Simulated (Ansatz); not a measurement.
FeO (Wuestite):

```
CELL_PARAMETERS angstrom
1.51882 0.87689 2.51958
-1.51882 0.87689 2.51958
0.00000 -1.75378 2.51958
ATOMIC_POSITIONS crystal
Fe 0.00000 0.00000 0.00000
O 0.50000 0.50000 0.50000
```

* Program: Ansatz 0.2.0
* Task: single point
* Functional: PBEsol
* Potentials or basis: Ansatz PAW
* Cutoff: 420 eV (not typed: the program's choice for these potentials)
* k mesh: 11 × 11 × 11
* Occupations: fermi-dirac, width 0.05 eV
* Spin: collinear spin, ferromagnetic start
* Starting moments: [3.0, 0.0] μB

On this cell: pressure -9.4 GPa; largest force under 0.003 eV/Å; net moment 4.00 μB per cell; site moments Fe +3.44; O +0.32 μB; band gap on the k mesh none (metal or under the smearing width).

The same run follows on a disturbed copy (atoms moved at random, drawn with an rms of 0.05 Å):

```xyz
2
Lattice="1.5188 0.8769 2.5196 -1.5188 0.8769 2.5196 0.0000 -1.7538 2.5196" Properties=species:S:1:pos:R:3 pbc="T T T"
Fe    0.0044    0.0002    0.0152
O    -0.0560    0.0328    3.7337
```

What changes?

The energy (extrapolated to zero smearing) moves by +4.9 meV/atom; pressure -8.8 GPa; largest force 0.225 eV/Å; net moment 4.00 μB per cell; site moments Fe +3.39; O +0.32 μB; band gap on the k mesh none (metal or under the smearing width).

Forces on the atoms (eV/Å):
```
Fe  -0.145  0.079 -0.153
O    0.145 -0.079  0.153
```

Stress tensor (GPa, compression positive):
```
-8.07 -0.64  0.86
-0.64 -8.79 -0.50
 0.86 -0.50 -9.48
```

Caveats: a cell with one magnetic atom can't hold antiferromagnetic order, which such compounds often take; semilocal functionals often make such compounds metallic where correlation or magnetic order opens a gap, which also shifts bond lengths; the PAW data sets come from PBE, with cores solved anew for the run's functional, which leaves a small shift of forces and pressure.
